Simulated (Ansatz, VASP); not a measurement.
# Re in VASP and in Ansatz

```
Re
1.0
     2.51959    0.00000    0.00000
     0.00000    2.51959    0.00000
     0.00000    0.00000    2.51959
Re
1
Cartesian
  0.0000 0.0000 0.0000
```

Alike in both runs: task single point; functional PBEsol; k mesh 14 × 14 × 14; occupations fermi-dirac, width 0.1 eV; no spin polarisation.

|  | VASP | Ansatz |
| --- | --- | --- |
| version | VASP 6.6.1 | Ansatz 0.2.0 |
| potentials or method | VASP PAW PBE potentials, release 64 (Re) | plane waves (420 eV) with PAW, scalar-relativistic |
| plane-wave cutoff (eV) | 520 | 420 |
| valence electrons in the cell | 7 | 15 |

|  | VASP | Ansatz | Ansatz less VASP |
| --- | --- | --- | --- |
| pressure (GPa) | 11.1 | 11.9 | +0.78 |

The two sets of potentials don't hold the same shells in valence. Ansatz warned: «pseudo_functional_mismatch».

Caveats: the PAW data sets were made with another functional, which shifts forces and pressure a little (VASP). The runs have no spin-orbit coupling, so splittings on Re are missing.
